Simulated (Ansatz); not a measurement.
PbTe (zincblende), relaxed with r2SCAN: the symmetry is F-43m (No. 216, cubic); a = 7.283 Å in the conventional setting, 48.29 Å³ an atom. Around Pb lie 4 Te at 3.15 Å; around Te lie 4 Pb at 3.15 Å. One-shot G0W0@PBE in the PAW code Ansatz on a 4×4×4 mesh (contour deformation, no spin-orbit coupling), from a PBE gap of 0.589 eV over the mesh points (the G0W0 gap is indirect on the mesh); the number N of bands summed and the screening cutoff rise together. Simulation only: spin-unpolarised, and no claim that this is the phase found in nature.

```tsv
N	cutoff (eV)	1000/N	G0W0 gap (eV)
171	80	5.848	0.858
378	140	2.646	0.953
```

Question: Lay a straight line in 1000/N through these rows.

Answer: The slope is -0.0297 eV per unit of 1000/N and the intercept 1.032 eV.

Question: Predict the gap at N = 682 (210 eV).

Answer: 1.032 + (-0.0297) × 1.466 = 0.988 eV; the run gives 1.014 eV, +0.026 eV from the line.

Question: With that run's result added, what limit do the last two rows suggest?

Answer: Their slope is (1.014 − 0.953)/(1.466 − 2.646) = -0.0517, which meets 1/N = 0 at 1.09 eV, against 1.032 eV from the first line. The slope steepens, so 1/N isn't yet asymptotic and the true limit probably lies higher still; the k mesh isn't extrapolated.

Spin-orbit coupling is left out; in compounds of Pb, Bi, Tl or Hg it can lower a gap by up to about 1 eV, split its edges or invert the bands.
